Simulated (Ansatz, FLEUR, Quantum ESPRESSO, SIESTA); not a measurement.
C: programs and potentials compared

```xyz
12
Lattice="2.5221 0.0000 0.0000 -1.2611 2.1842 0.0000 0.0000 0.0000 12.3557" Properties=species:S:1:pos:R:3 pbc="T T T"
C     1.2611    0.7281    4.3760
C     0.0000    1.4561   10.5539
C     1.2611    0.7281    1.8018
C     0.0000    1.4561    7.9797
C     1.2611    0.7281    5.9205
C     0.0000    1.4561   12.0983
C     1.2611    0.7281    0.2574
C     0.0000    1.4561    6.4352
C     0.0000    0.0000   10.0390
C     0.0000    0.0000    3.8612
C     0.0000    0.0000    8.4945
C     0.0000    0.0000    2.3167
```

Alike in all runs: task band structure; functional PBE; k mesh 12 × 12 × 3; occupations fermi-dirac, width 0.05 eV; no spin polarisation; no spin-orbit coupling. Pressure is positive in compression and, in plane waves, holds the error of the finite cutoff, which Ansatz's Pulay term estimates and takes out. Gaps are the smaller of the mesh's and the band path's.

```
                                                     program and potentials  plane-wave cutoff (eV)                             notes  band gap (eV)  pressure (GPa)  largest force (eV/Å)
                                                            Ansatz, SPMS NC                    1034  Pulay term of +0.81 GPa included           4.42            2.57                 0.330
                     Ansatz, Ansatz PAW (files of its older set among them)                     820                                 -           4.36            2.05                 0.332
                                                Ansatz, SSSP efficiency PAW                     612  Pulay term of +0.21 GPa included           4.38            2.56                 0.331
                                                          Ansatz, Ansatz NC                    1116                                 -           4.37            2.02                 0.331
                                   Ansatz, PseudoDojo stringent (PBE files)                    1116  Pulay term of +0.20 GPa included           4.42            2.44                 0.330
SIESTA, files PseudoDojo sr-pbe-0.4.1-standard, DZP (energy shift 0.005 Ry)                       -                      atomic basis           4.49            9.50                 0.335
                                                 FLEUR, all-electron, FLAPW                       -                                 -           4.37               -                     -
 SIESTA, files PseudoDojo sr-pbe-0.4.1-standard, TZP (energy shift 0.02 Ry)                       -                      atomic basis           4.46            7.01                 0.335
                                                            Ansatz, JTH PAW                     780  Pulay term of +0.24 GPa included           4.36            1.42                 0.331
                                  Quantum ESPRESSO, SSSP 1.3 efficiency PBE                     748                                 -           4.38            2.25                 0.331
```

Force on atom 10 (C), eV/Å:

| program and potentials | x | y | z |
| --- | --- | --- | --- |
| Ansatz, SPMS NC | 0.000 | 0.000 | 0.330 |
| Ansatz, Ansatz PAW (files of its older set among them) | 0.000 | 0.000 | 0.332 |
| Ansatz, SSSP efficiency PAW | 0.000 | 0.000 | 0.331 |
| Ansatz, Ansatz NC | 0.000 | 0.000 | 0.331 |
| Ansatz, PseudoDojo stringent (PBE files) | 0.000 | 0.000 | 0.330 |
| SIESTA, files PseudoDojo sr-pbe-0.4.1-standard, DZP (energy shift 0.005 Ry) | 0.000 | 0.000 | 0.335 |
| SIESTA, files PseudoDojo sr-pbe-0.4.1-standard, TZP (energy shift 0.02 Ry) | 0.000 | 0.000 | 0.335 |
| Ansatz, JTH PAW | 0.000 | 0.000 | 0.331 |
| Quantum ESPRESSO, SSSP 1.3 efficiency PBE | 0.000 | 0.000 | 0.331 |

The band gap spans 4.36 (Ansatz, JTH PAW) to 4.49 eV (SIESTA, files PseudoDojo sr-pbe-0.4.1-standard, DZP (energy shift 0.005 Ry)), with all-electron results at 4.37. The pressure spans 1.42 (Ansatz, JTH PAW) to 9.50 GPa (SIESTA, files PseudoDojo sr-pbe-0.4.1-standard, DZP (energy shift 0.005 Ry)). The pressure on the cell as given of SIESTA, files PseudoDojo sr-pbe-0.4.1-standard, DZP (energy shift 0.005 Ry); SIESTA, files PseudoDojo sr-pbe-0.4.1-standard, TZP (energy shift 0.02 Ry) lies far from the others; the cause wasn't traced. The paths' points differ, which is worth about 0.01 eV. Rows in atomic bases carry the error of their basis and grid, which can be large.

Differences between rows come from potentials, basis sets and numerical settings, since the functional is the same but for its coding. Runs on potential files found faulty are left out.
